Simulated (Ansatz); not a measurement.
input.yaml

```yaml
crystal:
  lattice:
    - [3.9673711619, 0.0, 0.0]
    - [0.0, 3.9673711619, 0.0]
    - [0.0, 0.0, 2.7911187548]
  atoms:
    - { symbol: Fe, position: [0.5, 0.5, 0.0], spin: 2.48 }
    - { symbol: Fe, position: [0.5, 0.0, 0.5], spin: 2.8 }
    - { symbol: Fe, position: [0.0, 0.5, 0.5], spin: 2.8 }
    - { symbol: Co, position: [0.0, 0.0, 0.0], spin: 1.97 }
basis:
  ecutwfc: 420
kpoints:
  mp_grid: { grid: [10, 10, 16] }
  band_path:
    path:
      - [[0.0, 0.0, 0.0], [0.0, 0.5, 0.0], [0.5, 0.5, 0.0], [0.0, 0.0, 0.0], [0.0, 0.0, 0.5], [0.0, 0.5, 0.5], [0.5, 0.5, 0.5], [0.0, 0.0, 0.5]]
      - [[0.0, 0.5, 0.0], [0.0, 0.5, 0.5]]
      - [[0.5, 0.5, 0.0], [0.5, 0.5, 0.5]]
    npoints: 14
hamiltonian:
  xc: pbesol
scf:
  occupations: { method: gaussian, width: 0.1 }
  n_extra_bands: 10
output:
  forces: true
  stress: true
  eigenvalues: true
  populations: true
  dos: { projected: true, de: 0.02, nscf_kmesh: { grid: [15, 15, 24] } }
  bader: true
  write_density: true
  write_potential: true
  elf: true
  volumetric_format: npy
magnetization:
  spin_polarized: true
checkpoint:
  read: start.run
  write: ck
  compress: false
  write_wavefunctions: false
  write_every: 100000
```

Run as
```bash
ansatz run input.yaml --threads 1 --pin off --max-ram 2560MiB --backend cpu --events-out ev --progress --plain --runs-dir out
```

All numbers below come from DFT PBEsol, scalar-relativistic, plane waves, PAW in Ansatz 0.2.0.

Abridged output:

```
Warning: the band count 43 (scf.n_extra_bands) hosts the net moment |M| = 10.0500 μB (N_el = 65) but caps the reachable moment at 2·n_bands − N_el = 21.0000 μB, below the 46 bands that the automatic rule leaves for it — a moment growing past the seed, or the majority channel's smearing tail, pins there with fewer empty majority states than that count leaves; raise or omit scf.n_extra_bands unless the cap is intended
Warning: checkpoint.read: spin seed differs: saved 647119f7dc4c…, current b84795d518f8…; the loaded state replaces the seed-built initial guess (but the starting_ns of a DFT+U solve that opens without the state's occupation matrices), so the run may converge into the producing seed's basin, or, where the symmetry group that follows from this deck's starting moments and starting_ns does not hold the saved magnetisation, lose that magnetisation at its first build. Where atoms have moved since the state was saved, this difference can also decide whether moments are moved with them. A self-consistent run of this deck without the state starts from its starting moments and, under a DFT+U term, its ...
scf.n_extra_bands = 10 over 33 filled bands (N_el = 65.0): the run solves 43 bands
Pseudopotentials: kind: paw
Pseudopotential: Fe, paw, valence charge 16, recommended cutoff 420 eV (normal)
Pseudopotential: Co, paw, valence charge 17, recommended cutoff 420 eV (normal)
Functional definition: PBEsol
Crystal: 4 atoms, lattice volume = 43.932 Å³
Basis set: ecut = 420 eV, 865 PW (Γ), exchange–correlation on 54×54×40 points (8 copies of the dense FFT grid, shifted against one another)
Bands: 43, of which v1, the nominal top of the filled ones, is band 33 counted from 1 (32 counted from 0)
Symmetry: 16 space group operations
Space group: P4/mmm (ITA 123), of the structure as read, at distance tolerance 3.5e-5 Å
Magnetic group: BNS 123.339 (UNI 999), of the structure as read, at distance tolerance 3.5e-5 Å
k-points: 189 of 1600
Initial density: read from a saved state, or passed on in memory by an earlier SCF of this step, an earlier step, the calling program or the single point that the run made first
Stability of the state it starts from, as read at its close in the collinear treatment: not read negative (Ritz values of 1 − χ₀K, real part plus size of imaginary part, from 0.62 to 0.94, by its mixing steps under the symmetry group of the SCF that read it); its run was given moments
Starting moments: Σ|m| = 10.05 μB on 4 of 4 sites; this step starts from the density that it was given
Initial wavefunctions: pseudopotential atomic-orbital guess
Functional: x = pbesol(κ = 0.804, μ = 0.12345679), c = pbesol(β = 0.046)
SCF iter   1: F=—  HF=-18439.626302 eV  |F-HF|=—  |Δ(HF+E_count)|=         —  Δρ=8.72e-7 (↑2.72e-7 ↓8.72e-7) dr2=4.11e-10  dr2_m=7.26e-11  M=8.996 μB ∫|m|=9.418 μB  β_m=0.30  ethr=8.77e-9  ⟨swp⟩=4.1  Hψ=106591  notcnv=0
spin=Collinear: Kerker preconditioning applied to the charge; magnetization (m = ρ↑ − ρ↓) channel mixes plain (no charge-response kernel on spin).
SCF iter   2: F=-18439.626302 eV  HF=-18439.626302 eV  |F-HF|=2.00e-9  |Δ(HF+E_count)|=   1.32e-8  Δρ=1.66e-6 (↑5.87e-7 ↓1.66e-6) dr2=2.09e-9  dr2_m=1.34e-10  M=8.996 μB ∫|m|=9.418 μB  ethr=1.00e-12  ⟨swp⟩=9.5  Hψ=96506  notcnv=0
SCF 1 converged in 2 iterations: F = -18439.626302 eV  dr2 = 2.09e-9
SCF converged after 2 iterations
Magnetization: 8.9961 μB (36.9980 up, 28.0020 down)
Absolute magnetization: 9.4186 μB (∫|ρ↑−ρ↓|, with the PAW one-centre terms)
Spin contamination: 0.1384 ħ² per cell (⟨S²⟩ above its minimum at these occupations)
Per-site moments (μB) at R_I (Å): [(2.25621936, 1.00047999), (2.54554331, 1.00047999), (2.54554331, 1.00047999), (1.79119341, 1.00047999)]
Free energy (F): -18439.626302 eV
Harris-Foulkes:  -18439.626302 eV  (|F-HF|=2.00e-9)
Internal energy: -18439.614650 eV  (E = F + TS)
E sigma→0 (E₀):  -18439.620476 eV
Entropy (-TS):   -0.011652 eV (-2.913 meV/atom)
Fermi energy:    19.107040 eV
--- Per-component energies (eV) ---
  E_band       = -851.705345
  E_kinetic    = 1507.384713
  E_local      = -8925.838384  (includes V_loc(G=0)·N_el)
  E_nonlocal   = 1116.323937
  E_hartree    = 3745.159569
  E_xc         = -509.987264
  E_vxc        = -659.973366  (∫ρ·V_xc dr)
  E_paw        = -5488.135438  (= ΣΔE_a)
  E_vpaw       = -1379.924595  (= ΣTr[D̂ρ^β])
  E_aug_tail   = 0.002687  (compensation charges beyond the density's cutoff)
  E_ewald      = -9885.250494
  E_core_change = 0.726024  (= ΣΔE_core)
  E_smearing   = -0.011652  (= −TS)
--- Forces (eV/Å), atoms counted from 1 ---
  atom   1  Fe     0.00000000     0.00000000     0.00000000
  atom   2  Fe     0.00000000     0.00000000     0.00000000
  atom   3  Fe     0.00000000     0.00000000     0.00000000
  atom   4  Co     0.00000000     0.00000000     0.00000000
--- Stress (GPa, compression-positive) ---
        0.001844       0.000000       0.000000
        0.000000       0.001844       0.000000
        0.000000       0.000000       0.008949
  P = ⅓ Tr σ = 0.0042 GPa (0.042 kbar)
--- Band table (eV; the first three rows and the last of 378) ---
  k-point 0 ↑: bands = ["-76.8695", "-69.0319", "-69.0126", "-68.5748", "-40.2618", "-40.2559", "-40.2559", "-35.2861", "-35.2861", "-35.1961", "-35.1961", "-35.1839", "-35.1452", "-34.6863", "-34.6863", "-34.6820", "10.0462", "13.6369", "13.7560", "13.8125", "13.8431", "15.2973", "15.2973", "16.3714", "16.4240", "16.4240", "17.4463", "17.5129", "17.7737", "17.9315", "17.9612", "18.0894", "18.7497", "18.7497", "18.9175", "19.1748", "19.1748", "19.3395", "19.3395", "26.1560", "26.2743", "28.7163", "28.7163"]
  k-point 1 ↑: bands = ["-76.8694", "-69.0314", "-69.0123", "-68.5749", "-40.2636", "-40.2555", "-40.2555", "-35.2847", "-35.2847", "-35.1943", "-35.1943", "-35.1859", "-35.1481", "-34.6890", "-34.6890", "-34.6861", "10.1300", "13.6908", "13.8146", "13.8483", "13.8829", "15.2886", "15.2886", "16.3945", "16.4218", "16.4218", "17.4571", "17.4904", "17.7823", "17.9331", "17.9750", "18.0756", "18.3600", "18.3600", "18.8778", "18.8778", "18.8925", "20.0280", "20.0280", "26.1665", "26.2844", "28.3080", "28.8771"]
  k-point 2 ↑: bands = ["-76.8690", "-69.0300", "-69.0116", "-68.5749", "-40.2688", "-40.2546", "-40.2546", "-35.2812", "-35.2812", "-35.1916", "-35.1886", "-35.1886", "-35.1562", "-34.6977", "-34.6969", "-34.6969", "10.3788", "13.8436", "13.9546", "13.9847", "13.9991", "15.2650", "15.2650", "16.4175", "16.4175", "16.4631", "17.4165", "17.4882", "17.7302", "17.7302", "17.8068", "17.9374", "18.0155", "18.0417", "18.6522", "18.6522", "18.8185", "20.9051", "20.9051", "26.2021", "26.3185", "26.9486", "29.3422"]
  k-point 188 ↓: bands = ["-74.6695", "-66.0329", "-66.0329", "-65.9310", "-38.1716", "-38.1151", "-38.1151", "-32.5490", "-32.4558", "-32.4558", "-32.3097", "-32.2420", "-32.2286", "-32.0590", "-32.0590", "-32.0189", "14.9632", "15.0345", "15.0345", "15.0889", "16.8740", "17.0767", "17.0767", "17.2696", "19.2517", "19.4306", "19.4306", "19.6081", "19.8164", "19.8383", "20.3598", "20.3598", "20.7475", "20.9327", "20.9327", "20.9762", "21.2575", "21.5965", "21.5965", "21.8849", "27.4703", "27.7863", "27.7863"]
--- Löwdin populations: 4 sites ---
  site symbol q [e]    m [muB]
     0     Fe     15.8354     2.3100
     1     Fe     15.7614     2.5960
     2     Fe     15.7614     2.5960
     3     Co     16.7245     1.7634
  spilling = 0.014112 (of n_electrons = 65.000000)
--- Bader charges: 4 sites ---
  site symbol charge [e]  shift [e]    m [muB]
     0     Fe     -0.0172     0.0001     2.2325
     1     Fe      0.1056     0.0001     2.5297
     2     Fe      0.1056     0.0001     2.5297
     3     Co     -0.1941     0.0001     1.7042
  estimated error of the sums over rays = 6.5e-4 e
```

The run converged.

It took 2.2 min on 1 thread of Intel(R) Xeon(R) Platinum 8488C (Sapphire Rapids), on a shared host, peak memory 0.97 GiB.

The run starts from the saved density of an earlier one, so iterations and time are fewer than from atoms.

Only parallel moments were tried here.